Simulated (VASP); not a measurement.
# Pb (P6_3/mmc) in VASP: notebook

One crystal, Pb, is run at these levels: PBEsol, PBE; tasks: equation of state.

All numbers are computed with VASP 6.6.1; they aren't measurements. Logs are shortened: lines on timing, memory, paths and dates and some standing lists are left out, and cuts for length are marked.

## 1. The crystal as given

Symmetry: P6_3/mmc, No. 194, hexagonal system. The conventional cell has a = 3.480 Å, b = 3.480 Å, c = 5.590 Å, α = 90.00°, β = 90.00°, γ = 120.00°. Pb (site symmetry -6m2) is surrounded by 12 Pb at 3.44 to 3.48 Å.

This isn't the form of Pb at room conditions, which is fcc.

## 2. Equation of state, PBEsol, 27.55 Å³/atom (volume scaled by 0.94)

INCAR

```
ALGO = Normal
EDIFF = 1E-7
ENCUT = 520
GGA = PS
ISIF = 2
ISMEAR = -1
LASPH = True
LCHARG = False
LREAL = False
LWAVE = False
NBANDS = 21
NELM = 80
PREC = Accurate
SIGMA = 0.05
```

KPOINTS

```
k-points
0
Gamma
  9 9 5
```

POSCAR

```
Pb
1.0
    3.4089596583      0.0000000000      0.0000000000
   -1.7044798292      2.9522456646      0.0000000000
    0.0000000000      0.0000000000      5.4758863477
Pb
2
Direct
    0.6666666667      0.3333333333      0.7500000000
    0.3333333333      0.6666666667      0.2500000000
```

Potentials or basis: VASP PAW PBE potentials, release 64 (Pb_d).

On the command line:

```bash
$ cat potpaw_PBE.64/Pb_d/POTCAR > POTCAR
$ mpirun -np 1 vasp_std > vasp.out
```

OUTCAR:

```text
EDIFF = 1E-7
   ENCUT = 520
   GGA = PS
   ISIF = 2
   ISMEAR = -1
   LASPH = True
   LREAL = False
   NELM = 80
   PREC = Accurate

 Found     36 irreducible k-points:

 Following reciprocal coordinates:
            Coordinates               Weight
  0.000000  0.000000  0.000000      1.000000
  0.111111 -0.000000  0.000000      6.000000
  0.222222  0.000000  0.000000      6.000000
  0.333333  0.000000  0.000000      6.000000
  0.444444  0.000000  0.000000      6.000000
  0.111111  0.111111  0.000000      6.000000
   k-points           NKPTS =     36   k-points in BZ     NKDIM =     36   number of bands    NBANDS=     21
   number of dos      NEDOS =    301   number of ions     NIONS =      2
   total plane-waves  NPLWV =  32928
   dimension x,y,z NGX =    28 NGY =   28 NGZ =   42
   dimension x,y,z NGXF=    56 NGYF=   56 NGZF=   84
   ions per type =               2
   NGX,Y,Z   is equivalent  to a cutoff of  13.65, 13.65, 12.75 a.u.
   NGXF,Y,Z  is equivalent  to a cutoff of  27.31, 27.31, 25.50 a.u.
 SYSTEM =  unknown system
   PREC   = accura    normal or accurate (medium, high low for compatibility)
   ISTART =      0    job   : 0-new  1-cont  2-samecut
   ICHARG =      2    charge: 1-file 2-atom 10-const
   ISPIN  =      1    spin polarized calculation?
   LNONCOLLINEAR =      F non collinear calculations
   LSORBIT =      F    spin-orbit coupling
   LASPH  =      T    aspherical Exc in radial PAW
   ENCUT  =  520.0 eV  38.22 Ry    6.18 a.u.   6.34  6.34 10.18*2*pi/ulx,y,z
   NELM   =     80;   NELMIN=  2; NELMDL= -5     # of ELM steps
   EDIFF  = 0.1E-06   stopping-criterion for ELM
   LREAL  =      F    real-space projection
   EDIFFG = 0.1E-05   stopping-criterion for IOM
   NSW    =      0    number of steps for IOM
   IBRION =     -1    ionic relax: 0-MD 1-quasi-New 2-CG
   NFREE  =      0    steps in history (QN), initial steepest desc. (CG)
   ISIF   =      2    stress and relaxation
   ISYM   =      2    0-nonsym 1-usesym 2-fastsym
   POTIM  = 0.5000    time-step for ionic-motion
   TEBEG  =    0.0;   TEEND  =   0.0 temperature during run
   PSTRESS=    0.0 pullay stress
   NELECT =      28.0000    total number of electrons
   NUPDOWN=      -1.0000    fix difference up-down
   EMIN   =  10.00;   EMAX   =-10.00  energy-range for DOS
   EFERMI =   0.00;   METHOD = LEGACY
   ISMEAR =    -1;   SIGMA  =   0.05  broadening in eV -4-tet -1-fermi 0-gaus
   EFERMI_NEDOS =   21; number of points for ismear=-14 and -15
   IALGO  =     38    algorithm
   IMIX   =      4    mixing-type and parameters
     AMIX     =   0.40;   BMIX     =  1.00
     AMIX_MAG =   1.60;   BMIX_MAG =  1.00
  volume/ion in A,a.u.               =      27.55       185.95
  Fermi-wavevector in a.u.,A,eV,Ry     =   1.306325  2.468596 23.218139  1.706485
  Thomas-Fermi vector in A             =   2.437135
   LORBIT       =      0    0 simple, 1 ext, 2 COOP (PROOUT), +10 PAW based schemes
   GGA     = PS    functional components
   LHFCALC =     F    Hartree Fock is set to
   AEXX    =    0.0000 exact exchange contribution
   IVDW    =     0    specifies the selected vdW correction
   LEPSILON=     F    determine dielectric tensor
   LRPA    =     F    only Hartree local field effects (RPA)
 non-spin polarized calculation
  energy-cutoff  :      520.00
  volume of cell :       55.11
 maximum number of plane-waves:      1508
 NGX is ok and might be reduce to    28
   NGX = 13   NGY = 13   NGZ = 21

 number of electron      27.9999996 magnetization

 Free energy of the ion-electron system (eV)
  ---------------------------------------------------
  ext. energy  EPLUGINS =         0.00000000
  ---------------------------------------------------
  free energy    TOTEN  =        -7.88440783 eV

  energy without entropy =       -7.87588941  energy(sigma->0) =       -7.88014862

 E-fermi :   8.1824     XC(G=0): -10.8117

 val. band max:        8.1487019888   @ k =   0.3333   0.1111   0.2000
 cond. band min:       8.3000445524   @ k =   0.3333   0.3333   0.2000
 fundamental gap:      0.1513425636
 Fermi energy:         8.1823716792

 k-point     1 :       0.0000    0.0000    0.0000
  band No.  band energies     occupation
      1      -8.9126      2.00000
      2      -8.8374      2.00000
      3      -8.8368      2.00000
      4      -8.8368      2.00000
      5      -8.8055      2.00000
      6      -8.8055      2.00000
[... 13 lines left out ...]
     20      17.3385      0.00000
     21      19.9044      0.00000

 k-point     2 :       0.1111   -0.0000    0.0000
  band No.  band energies     occupation
      1      -8.9087      2.00000
      2      -8.8598      2.00000
      3      -8.8054      2.00000
      4      -8.8003      2.00000
      5      -8.7844      2.00000
      6      -8.7705      2.00000
[... 13 lines left out ...]
     20      18.5428      0.00000
     21      19.0270      0.00000

 k-point     3 :       0.2222    0.0000    0.0000
  band No.  band energies     occupation
      1      -8.9594      2.00000
      2      -8.8418      2.00000
      3      -8.8128      2.00000
      4      -8.7921      2.00000
      5      -8.7809      2.00000
      6      -8.7074      2.00000
[... 13 lines left out ...]
     20      18.1055      0.00000
     21      19.3614      0.00000

 k-point     4 :       0.3333    0.0000    0.0000
  band No.  band energies     occupation
      1      -9.0194      2.00000
      2      -8.8802      2.00000
      3      -8.8617      2.00000
      4      -8.8278      2.00000
      5      -8.7197      2.00000
      6      -8.6513      2.00000
[... 13 lines left out ...]
     20      17.2081      0.00000
     21      19.2409      0.00000

 k-point     5 :       0.4444    0.0000    0.0000
  band No.  band energies     occupation
      1      -9.0568      2.00000
      2      -8.9278      2.00000
      3      -8.8808      2.00000
      4      -8.8496      2.00000
      5      -8.6823      2.00000
      6      -8.6792      2.00000
[... 13 lines left out ...]
     20      16.7370      0.00000
     21      19.1005      0.00000

 k-point     6 :       0.1111    0.1111    0.0000
  band No.  band energies     occupation
      1      -8.8992      2.00000
      2      -8.8912      2.00000
      3      -8.7943      2.00000
      4      -8.7844      2.00000
      5      -8.7808      2.00000
      6      -8.7564      2.00000
[... 13 lines left out ...]
     20      17.8830      0.00000
     21      18.2492      0.00000

 [... further k-points ...]

------------------------ aborting loop because EDIFF is reached ----------------------------------------

  FORCE on cell =-STRESS in cart. coord.  units (eV):
  Direction    XX          YY          ZZ          XY          YZ          ZX
  --------------------------------------------------------------------------------------
  -------------------------------------------------------------------------------------
  Total        1.0339538      1.0339538      2.7281884     -0.0000000      0.0000000      0.0000000
  in kB       30.0595815     30.0595815     79.3151511     -0.0000000      0.0000000      0.0000000
  external PRESSURE =      46.4781047 kB  Pullay stress =       0.0000000 kB

 VOLUME and BASIS-vectors are now :
 -----------------------------------------------------------------------------
  energy-cutoff  :      520.00
  volume of cell :       55.11
      direct lattice vectors                 reciprocal lattice vectors
     3.408959658  0.000000000  0.000000000     0.293344627  0.169362599  0.000000000
    -1.704479829  2.952245665  0.000000000     0.000000000  0.338725199  0.000000000
     0.000000000  0.000000000  5.475886348     0.000000000  0.000000000  0.182618838

 POSITION                                       TOTAL-FORCE (eV/Angst)
 -----------------------------------------------------------------------------------
      1.70448      0.98408      4.10691         0.000000     -0.000000      0.000000
     -0.00000      1.96816      1.36897        -0.000000      0.000000      0.000000
 -----------------------------------------------------------------------------------
    total drift:                               -0.000000      0.000000      0.000000

  FREE ENERGIE OF THE ION-ELECTRON SYSTEM (eV)
  ---------------------------------------------------
  free  energy   TOTEN  =        -7.8844078323 eV

  energy  without entropy=       -7.8758894060  energy(sigma->0) =       -7.88014862
```

Run time: 29 s. Hardware: 1 thread of Intel Xeon Platinum 8259CL at 2.50GHz (Skylake/Cascade Lake), shared host; peak memory 0.18 GiB.

Results:

```
Free energy            : -7.8844 eV
Pressure               : 4.6 GPa
Band gap on the k mesh : none (metal or under the smearing width)
```

Caveat: the PAW data sets were made with another functional, which shifts forces and pressure a little.

## 3. Equation of state, PBEsol, 28.14 Å³/atom (volume scaled by 0.96)

INCAR is that of step 2.

KPOINTS is that of step 2.

POSCAR

```
Pb
1.0
    3.4329672075      0.0000000000      0.0000000000
   -1.7164836037      2.9730368121      0.0000000000
    0.0000000000      0.0000000000      5.5144501982
Pb
2
Direct
    0.6666666667      0.3333333333      0.7500000000
    0.3333333333      0.6666666667      0.2500000000
```

Potentials or basis: VASP PAW PBE potentials, release 64 (Pb_d).

On the command line:

```bash
$ cat potpaw_PBE.64/Pb_d/POTCAR > POTCAR
$ mpirun -np 1 vasp_std > vasp.out
```

Run time: 30 s. Hardware: 1 thread of Intel Xeon Platinum 8259CL at 2.50GHz (Skylake/Cascade Lake), shared host; peak memory 0.18 GiB.

It converged, with:

- Free energy: -7.9141 eV
- Pressure: 3.3 GPa
- Band gap on the k mesh: none (metal or under the smearing width)

Caveat: the PAW data sets were made with another functional, which shifts forces and pressure a little.

## 4. Equation of state, PBEsol, 28.73 Å³/atom (volume scaled by 0.98)

INCAR is that of step 3.

KPOINTS is that of step 3.

POSCAR

```
Pb
1.0
    3.4566435916      0.0000000000      0.0000000000
   -1.7283217958      2.9935411621      0.0000000000
    0.0000000000      0.0000000000      5.5524820910
Pb
2
Direct
    0.6666666667      0.3333333333      0.7500000000
    0.3333333333      0.6666666667      0.2500000000
```

On the command line:

```bash
$ cat potpaw_PBE.64/Pb_d/POTCAR > POTCAR
$ mpirun -np 1 vasp_std > vasp.out
```

It took 30 s on 1 thread of Intel Xeon Platinum 8259CL at 2.50GHz (Skylake/Cascade Lake), shared host; peak memory 0.18 GiB.

The run converged. Its results:

| Quantity | Value |
| --- | --- |
| Free energy | -7.9342 eV |
| Pressure | 2.0 GPa |
| Band gap on the k mesh | none (metal or under the smearing width) |

Caveat: the PAW data sets were made with another functional, which shifts forces and pressure a little.

(Continued in part 2 of 2.)
